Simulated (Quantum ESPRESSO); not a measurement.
Input of a Quantum ESPRESSO 7.5 run:

The input pw.in:

```
&CONTROL
  calculation = 'vc-relax'
  prefix = 'pwscf'
  outdir = './tmp'
  pseudo_dir = './pseudo'
  tprnfor = .true.
  tstress = .true.
  disk_io = 'low'
  nstep = 40
  forc_conv_thr = 0.0004
  etot_conv_thr = 1d-05
/
&SYSTEM
  ibrav = 0
  nat = 4
  ntyp = 2
  ecutwfc = 64
  ecutrho = 515
  nbnd = 34
  occupations = 'smearing'
  smearing = 'fd'
  degauss = 0.00367493
/
&ELECTRONS
  conv_thr = 8d-10
  electron_maxstep = 120
  mixing_beta = 0.5
/
&IONS
  ion_dynamics = 'bfgs'
/
&CELL
  cell_dynamics = 'bfgs'
  press = 200
  press_conv_thr = 0.3
/
ATOMIC_SPECIES
Cu    63.5460 cu_pbesol_v1.2.uspp.F.UPF
O     15.9990 o_pbesol_v1.2.uspp.F.UPF
CELL_PARAMETERS bohr
   4.4254551250   -3.2338883171    0.0000000000
   4.4254551250    3.2338883171    0.0000000000
  -1.6063190351    0.0000000000    9.5579879301
ATOMIC_POSITIONS bohr
Cu     1.4095680449   -1.6169441585    4.7789939651
Cu     2.2127275625    1.6169441585    0.0000000000
O      3.2207158487    0.5277705733    7.1684909476
O      4.0238753662   -0.5277705733    2.3894969825
K_POINTS automatic
6 6 3 0 0 0
```

Potentials or basis: GBRV 1.5 PBEsol.

The run is started by

```bash
$ OMP_NUM_THREADS=1 mpirun -n 2 pw.x -nk 2 -in pw.in > pw.out
```

(1) What does it give for the band gap on the k mesh?

(2) Predict the space group after relaxing (to 0.05 Å).

(3) Estimate the relaxed volume.

(4) Predict the relaxed cell.

Results:

(1) none (metal or under the smearing width).

(2) C2/c (No. 15).

(3) 8.80 Å³/atom.

(4) a = 2.807 Å, b = 2.807 Å, c = 5.011 Å, α = 101.94°, β = 101.94°, γ = 66.94°.

Caveat: the k mesh is coarse (spacing up to 0.41 Å⁻¹), so the values aren't converged; the run has no spin polarisation, though such a crystal can be magnetic; semilocal functionals often make such compounds metallic where correlation or magnetic order opens a gap, which also shifts bond lengths.
